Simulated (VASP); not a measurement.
Here is a VASP 6.6.1 calculation.

Contents of POSCAR:

```
HgTe
1.0
    0.0000000000      3.2145000000      3.2145000000
    3.2145000000      0.0000000000      3.2145000000
    3.2145000000      3.2145000000      0.0000000000
Hg Te
1 1
Direct
    0.0000000000      0.0000000000      0.0000000000
    0.7500000000      0.7500000000      0.7500000000
```

INCAR.step1

```
  ALGO = Fast
  EDIFF = 1E-8
  EDIFFG = -0.002
  ENCUT = 600
  GGA = PE
  IBRION = 2
  ISIF = 3
  ISMEAR = -1
  LASPH = True
  LCHARG = False
  LREAL = False
  LWAVE = False
  NELM = 80
  NSW = 40
  PREC = Accurate
  SIGMA = 0.05
```

The input INCAR.step2:

```
  ALGO = Fast
  EDIFF = 1E-8
  ENCUT = 600
  GGA = PE
  IBRION = 8
  ISIF = 2
  ISMEAR = -1
  LASPH = True
  LCHARG = False
  LREAL = False
  LWAVE = False
  NELM = 80
  NSW = 1
  PREC = Accurate
  SIGMA = 0.05
```

KPOINTS

```
k-points
0
Gamma
  5 5 5
```

Potentials or basis: VASP PAW PBE potentials, release 64 (Hg, Te).

Command:

```console
$ cat potpaw_PBE.64/Hg/POTCAR potpaw_PBE.64/Te/POTCAR > POTCAR
$ cp INCAR.step1 INCAR
$ mpirun -np 1 vasp_std > vasp.out
$ cp CONTCAR POSCAR
$ cp INCAR.step2 INCAR
$ mpirun -np 1 vasp_std > vasp.out
```

Problem. What does it give for the highest phonon frequency at Γ, LO-TO splitting left out?

Solution. 96 cm⁻¹.

Problem. What does it give for the space group after relaxing (to 0.05 Å)?

Solution. F-43m (No. 216).

Final structure:
```xyz
2
Lattice="0.0000 3.3313 3.3313 3.3313 0.0000 3.3313 3.3313 3.3313 0.0000" Properties=species:S:1:pos:R:3 pbc="T T T"
Hg    3.3313    3.3313    0.0000
Te    4.9970    4.9970    4.9970
```

The run has no spin-orbit coupling, so splittings on Hg, Te are missing.
